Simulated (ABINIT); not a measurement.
**AgBr (Fm-3m): G0W0 in ABINIT against the k mesh**

Aim: move the k mesh of a G0W0 run on AgBr (Fm-3m) over a wide range.

Method: PBE and many-body steps on it, plane waves, in ABINIT 10.8.3.

This is a report of a sequence of runs, with most program output left out.

The database entry behind the starting cell differs from later determinations by our own check (about 0.6 % short of the room-temperature cell), so it need not match the best structure at ambient conditions.

### Step 1. Starting point

It takes space group Fm-3m (No. 225, cubic). The conventional cell has a = 5.740 Å, b = 5.740 Å, c = 5.740 Å, α = 90.00°, β = 90.00°, γ = 90.00°. Nearest to Ag lie 6 Br at 2.87 Å. Br has 6 Ag at 2.87 Å nearest. Farther neighbours and most contacts between anions are not listed.

The cell and positions come from the Crystallography Open Database and are kept as given unless a step says otherwise.

### Step 2. Empty states on the mesh, 4×4×4 mesh, 324 bands

This step: ABINIT 10.8.3; DFT, PBE, plane waves, norm-conserving pseudopotentials.

The sums over transitions need many empty states on a uniform mesh; this step solves for them.

run.abi reads:

```
acell 3*1.0 Angstrom
rprim 
  -0.000000000000 2.870150000000 2.870150000000
  2.870150000000 0.000000000000 2.870150000000
  2.870150000000 2.870150000000 0.000000000000
ntypat 2
znucl 47 35
natom 2
typat 1 2
xred 
  0.000000000000 0.000000000000 0.000000000000
  0.500000000000 0.500000000000 0.500000000000
pp_dirpath "pseudos"
pseudos "Ag.upf, Br.upf"
ecut 37
ngkpt 4 4 4
nshiftk 1
shiftk 0 0 0
kptopt 1
chksymbreak 0
irdden 1
istwfk *1
nband 324
prtvol 0
optdriver 6
gwr_task "HDIAGO"
paral_kgb 0
occopt 1
indata_prefix "in"
outdata_prefix "out"
tmpdata_prefix "tmp"
```

Run with:

```console
OMP_NUM_THREADS=1 mpirun -n 8 abinit run.abi > log
```

The job ended after 42 s (8 MPI ranks of AMD EPYC 7R43, shared host; peak memory 5.7 GiB; 5.5 min of CPU time).

Numbers from this step:

| Item | Value |
| --- | --- |
| gap | 0.6721 eV |
| k of the valence top | 0.5, 0, 0 |
| k of the conduction bottom | 0, 0, 0 |
| least direct gap | 2.604 eV |
| k points computed | 8 |
| lowest point of the top converged band, above the valence top | 188.1953 eV |

On this mesh the gap is 0.672 eV.

The density comes from a self-consistent run that is not shown.

### Step 3. Empty states on the mesh, 2×2×2 mesh, 97 bands

Changes to run.abi since step 2:

```diff
@@ -15,3 +15,3 @@
 ecut 37
-ngkpt 4 4 4
+ngkpt 2 2 2
 nshiftk 1
@@ -22,3 +22,3 @@
 istwfk *1
-nband 324
+nband 97
 prtvol 0
```

Run time: 16 s. Hardware: 8 MPI ranks; peak memory 4 GiB; 2.1 min of CPU time.

This step gave:

```yaml
gap: 0.6721 eV
k_of_the_valence_top: 0.5, 0, 0
k_of_the_conduction_bottom: 0, 0, 0
least_direct_gap: 2.604 eV
k_points_computed: 3
lowest_point_of_the_top_converged_band_above_the_valence_top: 70.3708 eV
```

On this mesh the gap is 0.672 eV.

### Step 4. Empty states on the mesh, 6×6×6 mesh, 97 bands

Changes to run.abi since step 3:

```diff
@@ -15,3 +15,3 @@
 ecut 37
-ngkpt 2 2 2
+ngkpt 6 6 6
 nshiftk 1
```

The job ended after 57 s (8 MPI ranks; peak memory 5.6 GiB).

This step gave:

```
gap                                                           : 0.6721 eV
k of the valence top                                          : 0.5, 0, 0
k of the conduction bottom                                    : 0, 0, 0
least direct gap                                              : 2.604 eV
k points computed                                             : 16
lowest point of the top converged band, above the valence top : 70.3708 eV
```

On this mesh the gap is 0.672 eV.

### Step 5. Empty states on the mesh, 8×8×8 mesh, 97 bands

Changes to run.abi since step 4:

```diff
@@ -15,3 +15,3 @@
 ecut 37
-ngkpt 6 6 6
+ngkpt 8 8 8
 nshiftk 1
```

Run time: 99 s. Hardware: 8 MPI ranks; peak memory 5.6 GiB; 13 min of CPU time.

Numbers from this step:

* gap: 0.6721 eV
* k of the valence top: 0.5, 0, 0
* k of the conduction bottom: 0, 0, 0
* least direct gap: 2.604 eV
* k points computed: 29
* lowest point of the top converged band, above the valence top: 70.3708 eV

On this mesh the gap is 0.672 eV.

### Step 6. Screening, 2×2×2 mesh, 89 bands, screening to 163.3 eV

The RPA dielectric matrix is built and inverted for each q.

This step: RPA screening on PBE, plane waves, norm-conserving pseudopotentials.

Changes to run.abi since step 5:

```diff
@@ -15,3 +15,3 @@
 ecut 37
-ngkpt 8 8 8
+ngkpt 2 2 2
 nshiftk 1
@@ -20,10 +20,11 @@
 chksymbreak 0
-irdden 1
 istwfk *1
-nband 97
-prtvol 0
-optdriver 6
-gwr_task "HDIAGO"
-paral_kgb 0
 occopt 1
+irdwfk 1
+optdriver 3
+nband 89
+ecuteps 6
+inclvkb 2
+awtr 1
+symchi 1
 indata_prefix "in"
```

It took 4.8 s on 8 MPI ranks; peak memory 0.48 GiB; 35 s of CPU time.

Numbers from this step:

- ε∞ with local fields, on this mesh, along the program's q direction: 13.59
- the same without local fields: 14.64
- plasma frequency: 27.53 eV
- plane waves in the screening matrix: 229

Local fields lower ε∞ by 7 %. On a Γ-centred mesh this coarse the value itself is usually too large, while a short band sum pulls it down.

### Step 7. 2×2×2

This step: G0W0 on PBE, plane waves, norm-conserving pseudopotentials.

Changes to run.abi since step 6:

```diff
@@ -23,8 +23,17 @@
 irdwfk 1
-optdriver 3
+optdriver 4
 nband 89
+gwcalctyp 0
+ecutsigx 37
+symsigma 1
+nkptgw 2
+kptgw 
+  0.5000000000 0.0000000000 0.0000000000
+  0.0000000000 0.0000000000 0.0000000000
+bdgw 
+  12 15
+  11 17
 ecuteps 6
-inclvkb 2
-awtr 1
-symchi 1
+irdscr 1
+ppmodel 1
 indata_prefix "in"
```

Wall time 5.7 s (8 MPI ranks); peak memory 0.5 GiB.

Numbers from this step:

| Property | Result |
| --- | --- |
| G0W0 gap on the points computed | 1.525 eV |
| starting gap on the mesh | 0.6721 eV |
| k of the valence top | 0.5, 0, 0 |
| k of the conduction bottom | 0, 0, 0 |
| Z at the valence top | 0.803 |
| Z at the conduction bottom | 0.827 |
| least direct G0W0 gap on the computed points | 3.667 eV |

### Step 8. Screening, 4×4×4 mesh, 89 bands, screening to 163.3 eV

This step: RPA screening on PBE, plane waves, norm-conserving pseudopotentials.

Changes to run.abi since step 7:

```diff
@@ -15,3 +15,3 @@
 ecut 37
-ngkpt 2 2 2
+ngkpt 4 4 4
 nshiftk 1
@@ -23,17 +23,8 @@
 irdwfk 1
-optdriver 4
+optdriver 3
 nband 89
-gwcalctyp 0
-ecutsigx 37
-symsigma 1
-nkptgw 2
-kptgw 
-  0.5000000000 0.0000000000 0.0000000000
-  0.0000000000 0.0000000000 0.0000000000
-bdgw 
-  12 15
-  11 17
 ecuteps 6
-irdscr 1
-ppmodel 1
+inclvkb 2
+awtr 1
+symchi 1
 indata_prefix "in"
```

Wall time 18 s (8 MPI ranks); peak memory 1.4 GiB.

This step gave:

```yaml
eps_infinity_with_local_fields_on_this_mesh_along_the_program_s_q_direction: 6.818
the_same_without_local_fields: 7.363
plasma_frequency: 27.53 eV
plane_waves_in_the_screening_matrix: 229
```

### Step 9. 4×4×4

The self-energy is evaluated for the states that the input lists, and the levels follow from it, in one-shot runs by the linearised quasiparticle equation.

This step: G0W0 on PBE, plane waves, norm-conserving pseudopotentials.

Changes to run.abi since step 8:

```diff
@@ -23,8 +23,17 @@
 irdwfk 1
-optdriver 3
+optdriver 4
 nband 89
+gwcalctyp 0
+ecutsigx 37
+symsigma 1
+nkptgw 2
+kptgw 
+  0.5000000000 0.0000000000 0.0000000000
+  0.0000000000 0.0000000000 0.0000000000
+bdgw 
+  12 15
+  11 17
 ecuteps 6
-inclvkb 2
-awtr 1
-symchi 1
+irdscr 1
+ppmodel 1
 indata_prefix "in"
```

Wall time 6.8 s (8 MPI ranks); peak memory 1.5 GiB; 52 s of CPU time.

This step gave:

- G0W0 gap on the points computed: 1.581 eV
- starting gap on the mesh: 0.6721 eV
- k of the valence top: 0.5, 0, 0
- k of the conduction bottom: 0, 0, 0
- Z at the valence top: 0.799
- Z at the conduction bottom: 0.827
- least direct G0W0 gap on the computed points: 3.717 eV

The gap on the mesh goes from 0.67 eV to 1.58 eV, a correction of +0.91 eV.

### Step 10. Screening, 6×6×6 mesh, 89 bands, screening to 163.3 eV

This step: RPA screening on PBE, plane waves, norm-conserving pseudopotentials.

Changes to run.abi since step 9:

```diff
@@ -15,3 +15,3 @@
 ecut 37
-ngkpt 4 4 4
+ngkpt 6 6 6
 nshiftk 1
@@ -23,17 +23,8 @@
 irdwfk 1
-optdriver 4
+optdriver 3
 nband 89
-gwcalctyp 0
-ecutsigx 37
-symsigma 1
-nkptgw 2
-kptgw 
-  0.5000000000 0.0000000000 0.0000000000
-  0.0000000000 0.0000000000 0.0000000000
-bdgw 
-  12 15
-  11 17
 ecuteps 6
-irdscr 1
-ppmodel 1
+inclvkb 2
+awtr 1
+symchi 1
 indata_prefix "in"
```

Run time: 82 s. Hardware: 8 MPI ranks; peak memory 2.3 GiB; 11 min of CPU time.

Numbers from this step:

| Quantity | Value |
| --- | --- |
| ε∞ with local fields, on this mesh, along the program's q direction | 6.040 |
| the same without local fields | 6.567 |
| plasma frequency | 27.53 eV |
| plane waves in the screening matrix | 229 |

### Step 11. 6×6×6

This step: G0W0 on PBE, plane waves, norm-conserving pseudopotentials.

Changes to run.abi since step 10:

```diff
@@ -23,8 +23,17 @@
 irdwfk 1
-optdriver 3
+optdriver 4
 nband 89
+gwcalctyp 0
+ecutsigx 37
+symsigma 1
+nkptgw 2
+kptgw 
+  0.5000000000 0.0000000000 0.0000000000
+  0.0000000000 0.0000000000 0.0000000000
+bdgw 
+  12 15
+  11 17
 ecuteps 6
-inclvkb 2
-awtr 1
-symchi 1
+irdscr 1
+ppmodel 1
 indata_prefix "in"
```

It took 12 s on 8 MPI ranks; peak memory 2.2 GiB.

This step gave:

* G0W0 gap on the points computed: 1.584 eV
* starting gap on the mesh: 0.6721 eV
* k of the valence top: 0.5, 0, 0
* k of the conduction bottom: 0, 0, 0
* least direct G0W0 gap on the computed points: 3.718 eV

Against the run before, the gap moves by +0.003 eV.

### Step 12. Screening, 8×8×8 mesh, 89 bands, screening to 163.3 eV

This step: RPA screening on PBE, plane waves, norm-conserving pseudopotentials.

Changes to run.abi since step 11:

```diff
@@ -15,3 +15,3 @@
 ecut 37
-ngkpt 6 6 6
+ngkpt 8 8 8
 nshiftk 1
@@ -23,17 +23,8 @@
 irdwfk 1
-optdriver 4
+optdriver 3
 nband 89
-gwcalctyp 0
-ecutsigx 37
-symsigma 1
-nkptgw 2
-kptgw 
-  0.5000000000 0.0000000000 0.0000000000
-  0.0000000000 0.0000000000 0.0000000000
-bdgw 
-  12 15
-  11 17
 ecuteps 6
-irdscr 1
-ppmodel 1
+inclvkb 2
+awtr 1
+symchi 1
 indata_prefix "in"
```

It took 5.8 min on 8 MPI ranks; peak memory 3.7 GiB; 46 min of CPU time.

This step gave:

- ε∞ with local fields, on this mesh, along the program's q direction: 5.899
- the same without local fields: 6.424
- plasma frequency: 27.53 eV
- plane waves in the screening matrix: 229

### Step 13. 8×8×8

This step: G0W0 on PBE, plane waves, norm-conserving pseudopotentials.

Changes to run.abi since step 12:

```diff
@@ -23,8 +23,17 @@
 irdwfk 1
-optdriver 3
+optdriver 4
 nband 89
+gwcalctyp 0
+ecutsigx 37
+symsigma 1
+nkptgw 2
+kptgw 
+  0.5000000000 0.0000000000 0.0000000000
+  0.0000000000 0.0000000000 0.0000000000
+bdgw 
+  12 15
+  11 17
 ecuteps 6
-inclvkb 2
-awtr 1
-symchi 1
+irdscr 1
+ppmodel 1
 indata_prefix "in"
```

Elapsed: 21 s, on 8 MPI ranks; peak memory 3.4 GiB; 2.8 min of CPU time.

Numbers from this step:

```yaml
g0w0_gap_on_the_points_computed: 1.582 eV
starting_gap_on_the_mesh: 0.6721 eV
k_of_the_valence_top: 0.5, 0, 0
k_of_the_conduction_bottom: 0, 0, 0
least_direct_g0w0_gap_on_the_computed_points: 3.713 eV
```

Against the run before, the gap moves by −0.002 eV.

### Step 14. Side by side

Times are wall times on 8 MPI ranks of AMD EPYC 7R43, shared host, good to a factor of about two. A run's time includes the screening step that it read.

| run | mesh | bands | screening cutoff (eV) | DFT gap (eV) | gap on the mesh (eV) | direct (eV) | ε∞ used | time |
| --- | --- | --- | --- | --- | --- | --- | --- | --- |
| 2×2×2 | 2×2×2 | 89 | 163.3 | 0.672 | 1.525 | 3.667 | 13.59 | 10 s |
| 4×4×4 | 4×4×4 | 89 | 163.3 | 0.672 | 1.581 | 3.717 | 6.82 | 25 s |
| 6×6×6 | 6×6×6 | 89 | 163.3 | 0.672 | 1.584 | 3.718 | 6.04 | 94 s |
| 8×8×8 | 8×8×8 | 89 | 163.3 | 0.672 | 1.582 | 3.713 | 5.90 | 6.1 min |

### Step 15. What came out

```json
{
  "2×2×2": "1.525 eV",
  "4×4×4": "1.581 eV",
  "6×6×6": "1.584 eV",
  "8×8×8": "1.582 eV",
  "known limits": "not at the basis limit; d shell near the gap, gap tends to lie low; no spin-orbit coupling; coarse k mesh"
}
```

In words: The setting moved: k mesh. From 2×2×2 to 8×8×8 the gap moves by +0.06 eV, for 35 times the time. It holds to 0.03 eV from 4×4×4 on. Bands and screening cutoff are coupled, so a series along one setting does not show full convergence. Bands and cutoff are finite, so the gap is not at the basis limit. The miss can reach some tenths of an eV and take either sign; the mesh is an error of its own. In the G0W0 runs levels were corrected at 2 k points alone, so a gap called «on the mesh» is the least over those, and an edge elsewhere would be missed. The 2×2×2 mesh is coarse for this cell, which bears on the long-range parts of exchange and screening. A d shell, filled or nearly so, lies near the gap. One-shot GW converges very slowly in bands there, not always from below, and on a semilocal start the gap tends to come out low; starts rich in exact exchange can overshoot instead. The many-body steps are scalar-relativistic: spin-orbit coupling is not in them.

[Paths, hosts, dates, memory and timing lines, banners, echoed tables and standing remarks are left out of the program output.]

[Logs are printed without paths, hosts, clocks, repeated set-up lines and the standing remarks that a program may print on its own settings, such as how far it seeks lower states.]

[Runs of the session that timed out or met a known fault of the program may be left out.]

[Hosts, paths, dates, database ids (printed as entryN), source tags and the programs' standing remarks are cut or masked in the printed files.]

[G0W0 gaps are taken among the corrected bands and points alone; a level outside them can change the order at an edge.]

[Where Ansatz stands beside ABINIT at settings called matched, ABINIT's density can come from a denser mesh and the files from another edition; pairs whose starting gaps differed by over 0.03 eV were left out, so agreement reads better than it is.]
